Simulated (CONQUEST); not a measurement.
## SnSe2 under changes of volume

One of the cells (25.726 Å³/atom); the others are scaled copies at fixed shape and fractional positions:

```
Sn Se
1.0
     3.81100    0.00000    0.00000
     0.00000    6.13600    0.00000
     0.00000    0.00000    6.60085
Sn Se
2 4
Direct
  0.00000 0.00000 0.00000
  0.50000 0.00000 0.50000
  0.00000 0.75100 0.33333
  0.50000 0.75100 0.83333
  0.00000 0.24900 0.66667
  0.50000 0.24900 0.16667
```

```yaml
Program: CONQUEST 1.3
Functional: PBE
Potentials_or_basis: PseudoDojo NC PBE, SZ, grid of 36 × 60 × 64 points
k_mesh: 7 × 5 × 4
Occupations: fermi-dirac, width 0.05 eV
Spin: no spin polarisation
```

| volume (Å³/atom) | energy over the lowest point (meV/atom) | pressure (GPa) | gap on the mesh (eV) | largest force (eV/Å) |
| --- | --- | --- | --- | --- |
| 24.182 | 322.92 | 24.4 | 0.94 | 3.562 |
| 24.697 | ? | ? | ? | ? |
| 25.212 | 185.04 | 18.7 | 0.80 | 2.923 |
| 25.726 | 129.01 | 16.3 | 0.74 | 2.631 |
| 26.241 | 79.79 | 14.4 | 0.68 | 2.377 |
| 26.755 | 36.86 | 12.4 | 0.62 | 2.121 |
| 27.270 | 0.00 | 10.6 | 0.56 | 1.883 |

**Question.** What does the run at 24.697 Å³/atom give?

**Answer.** Energy over the lowest point 249.42 meV/atom; pressure 21.4 GPa; gap on the mesh 0.87 eV; largest force 3.228 eV/Å.

Worked out: A Birch-Murnaghan fit of order 3 (a polynomial in V^(-2/3)) to the other rows has no minimum within the range. It gives 249.51 meV/atom at 24.697 Å³/atom, against the run's 249.42, and -dE/dV = 21.4 GPa, against 21.4. A straight line through the other rows of the gap, of slope -3.14 eV per unit of ln V, gives 0.87 eV, against the run's 0.87.

Energies are extrapolated to zero smearing.

Caveats: the atomic basis is small; spin-orbit coupling is left out, which moves the levels of the heavy elements; an odd mesh through Γ misses points on the zone boundary, where band edges often lie; this functional lacks dispersion, which binds the layers, so the pressure and a relaxed spacing across them are unreliable; the basis of atomic orbitals isn't converged, which shifts pressures, moduli and gaps; forces of over 1 eV/Å show positions far from the minimum, so gaps and moduli don't describe the material at rest.
